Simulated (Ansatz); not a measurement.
## Ni under changes of volume

One of the cells (10.492 Å³/atom); the others are scaled copies at fixed shape and fractional positions:

```
Ni
1.0
     0.00000    1.73757    1.73757
     1.73757    0.00000    1.73757
     1.73757    1.73757    0.00000
Ni
1
Direct
  0.00000 0.00000 0.00000
```

```yaml
Program: Ansatz 0.2.0
Functional: PBEsol
Potentials_or_basis: all-electron LAPW, scalar-relativistic
Cutoff: 320 eV (chosen from the basis error)
Basis_error_allowed: 0.001 eV/atom
k_mesh: 13 × 13 × 13
Occupations: fermi-dirac, width 0.05 eV
Spin: collinear spin, ferromagnetic start
Starting_moments: "[1.0] μB"
```

| volume (Å³/atom) | energy over the lowest point (meV/atom) | pressure (GPa) |
| --- | --- | --- |
| 9.862 | ? | ? |
| 10.072 | 6.16 | 7.5 |
| 10.282 | 0.00 | 2.3 |
| 10.492 | 0.33 | -2.4 |
| 10.702 | 6.43 | -6.6 |
| 10.912 | 17.65 | -10.2 |
| 11.122 | 33.41 | -13.5 |

Problem. What does the run at 9.862 Å³/atom give?

Solution. Energy over the lowest point 19.62 meV/atom; pressure 13.4 GPa.

Worked out: A Birch-Murnaghan fit of order 3 (a polynomial in V^(-2/3)) to the other rows has its minimum at 10.37 Å³/atom with B0 = V·E''(V) = 232 GPa and B' = 4.9. It gives 19.64 meV/atom at 9.862 Å³/atom, against the run's 19.62, and -dE/dV = 13.3 GPa, against 13.4.

Energies are extrapolated to zero smearing.
